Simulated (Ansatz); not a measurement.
BeO (wurtzite)

```cif
data_Be2O2
_chemical_formula_sum 'Be2 O2'
_space_group_name_H-M_alt 'P63mc'
_space_group_IT_number 186
_space_group_name_Hall 'P 6c -2c'
_cell_length_a 2.71166
_cell_length_b 2.71166
_cell_length_c 4.40429
_cell_angle_alpha 90.000
_cell_angle_beta 90.000
_cell_angle_gamma 120.000
loop_
_atom_site_label
_atom_site_type_symbol
_atom_site_symmetry_multiplicity
_atom_site_Wyckoff_symbol
_atom_site_fract_x
_atom_site_fract_y
_atom_site_fract_z
_atom_site_occupancy
Be1 Be 2 b 0.66667 0.33333 0.00149 1
O1 O 2 b 0.33333 0.66667 0.12371 1
```

Two coordinates are scanned: the volume, and the ratio of the stretch along z (the conventional c axis) to the stretch across it. Atoms keep their fractional coordinates.

The numbers are results of PBE (plane waves to 420 eV, PAW, scalar-relativistic; Ansatz, an electronic-structure program), not measurements. k mesh 14×14×8 (Γ-centred), Fermi-Dirac smearing 0.05 eV. E stands for the smeared free energy. As the atoms are clamped, bonds stretch with the cell, which overstates energies and stresses. BeO was relaxed with its symmetry unable to fall. The PAW data are Ansatz's earlier set.

Changes of ΔE (kJ/mol of atoms) from the point V/V₀ = 1.000, (c/a)/(c/a)₀ = 1.000 when one coordinate moves alone (two changes are said to add if the coupling is within 5 % of the smaller one, nearly so within 20 %):

```
point                               change
----------------------------------  ------
V/V₀ = 1.000, (c/a)/(c/a)₀ = 0.880   9.504
V/V₀ = 1.000, (c/a)/(c/a)₀ = 0.940   2.196
V/V₀ = 0.960, (c/a)/(c/a)₀ = 1.000   0.753
V/V₀ = 0.980, (c/a)/(c/a)₀ = 1.000   0.183
V/V₀ = 1.020, (c/a)/(c/a)₀ = 1.000   0.171
V/V₀ = 1.040, (c/a)/(c/a)₀ = 1.000   0.664
V/V₀ = 1.000, (c/a)/(c/a)₀ = 1.060   1.903
V/V₀ = 1.000, (c/a)/(c/a)₀ = 1.120   7.131
```

Q: What is the change at V/V₀ = 0.980, (c/a)/(c/a)₀ = 1.120, where both move, and how far is it from the sum?

A: The sum of the single changes is 0.183 + (7.131) = 7.314; the calculation gives 7.595, so the coupling contributes 0.281 (over 20 % of the smaller single change, not additive).

Q: Do the two effects add at V/V₀ = 0.960, (c/a)/(c/a)₀ = 1.060? Give the computed change.

A: The sum of the single changes is 0.753 + (1.903) = 2.656; the calculation gives 2.816, so the coupling contributes 0.160 (over 20 % of the smaller single change, not additive).

Q: What is the change at V/V₀ = 1.040, (c/a)/(c/a)₀ = 1.120, where both move, and how far is it from the sum?

A: The sum of the single changes is 0.664 + (7.131) = 7.795; the calculation gives 7.266, so the coupling contributes -0.529 (over 20 % of the smaller single change, not additive).

(A scan under strain: stresses follow from slopes of the energy per volume, elastic moduli from its curvatures.)
